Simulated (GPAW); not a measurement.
Crystal: AlN.

```
Al N
1.0
     3.11300    0.00000    0.00000
    -1.55650    2.69594    0.00000
     0.00000    0.00000    4.98100
Al N
2 2
Direct
  0.66667 0.33333 0.50000
  0.33333 0.66667 0.00000
  0.66667 0.33333 0.88000
  0.33333 0.66667 0.38000
```

Base run:

```yaml
Program: GPAW 26.7.0
Functional: PBE
Potentials_or_basis: GPAW PAW data sets (gpaw-data 1.2.1)
Basis: lcao:dzp
Grid_spacing: 0.2 Å
k_mesh: 7 × 7 × 4
Occupations: fermi-dirac, width 0.05 eV
Spin: no spin polarisation
```

Its results: band gap on the k mesh 4.17 eV, direct.

**Question.** The run is repeated on the same cell with these changes: functional from PBE to TASK; basis from lcao:dzp to pw. What comes out?

**Answer.** Band gap on the k mesh 5.87 eV, direct.

Several settings changed at once, so the effect can't be laid on one alone.

Caveats: the basis of atomic orbitals isn't converged, which shifts pressures, moduli and gaps (some runs).
